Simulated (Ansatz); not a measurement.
Given:

ZrO2 (fluorite)

```yaml
crystal:
  lattice:
    - [0.00000, 5.11588, 5.11588]
    - [2.55794, 0.00000, 2.55794]
    - [2.55794, 2.55794, 0.00000]
  atoms:
    - { symbol: Zr, position: [0.00000, 0.00000, 0.00000] }
    - { symbol: Zr, position: [0.50000, 0.00000, 0.00000] }
    - { symbol: O, position: [0.12500, 0.25000, 0.25000] }
    - { symbol: O, position: [0.62500, 0.25000, 0.25000] }
    - { symbol: O, position: [0.37500, 0.75000, 0.75000] }
    - { symbol: O, position: [0.87500, 0.75000, 0.75000] }
```

In this cell atom 3 (O, nearest neighbour Zr at 2.215 Å; its periodic images, 3.6 Å or more away, move with it) is moved by s towards the nearest neighbour, unit vector (-0.577, -0.577, -0.577); all other atoms and the cell stay fixed.

Method: PBE (plane waves to 420 eV, PAW, scalar-relativistic; Ansatz, a first-principles code). k mesh 9×9×9 (Γ-centred), Fermi-Dirac smearing 0.05 eV. Energies are smeared free energies. Left out: 1 of 11 points, with atoms too close for the PAW data. The PAW data are Ansatz's earlier set. This is a high-temperature form of ZrO2. ZrO2 is run without spin polarisation. ZrO2 was relaxed with its symmetry unable to fall. The zero of ΔE is the undisplaced structure.

The scan covers s from -0.440 to 0.352 Å in 10 points.

Question: Is the energy the same for displacements of ±0.352 Å, and if not, which side lies higher?

Answer: Not even: the positive side lies higher at ±0.352 Å. With its periodic images moving along, the atom's site symmetry in this cell is 3m.

Question: What force acts on the atom along the line at s = -0.440 Å?

Answer: 2.85 eV/Å.

Question: What is the energy change at s = 0.352 Å?

Answer: 930 meV/cell.

Question: What is the force constant k = d²E/ds² of this move at s = 0?

Answer: 10.7 eV/Å².

(A displaced cell: forces are minus the slopes of the energy, force constants its curvatures, and phonons follow from these.)
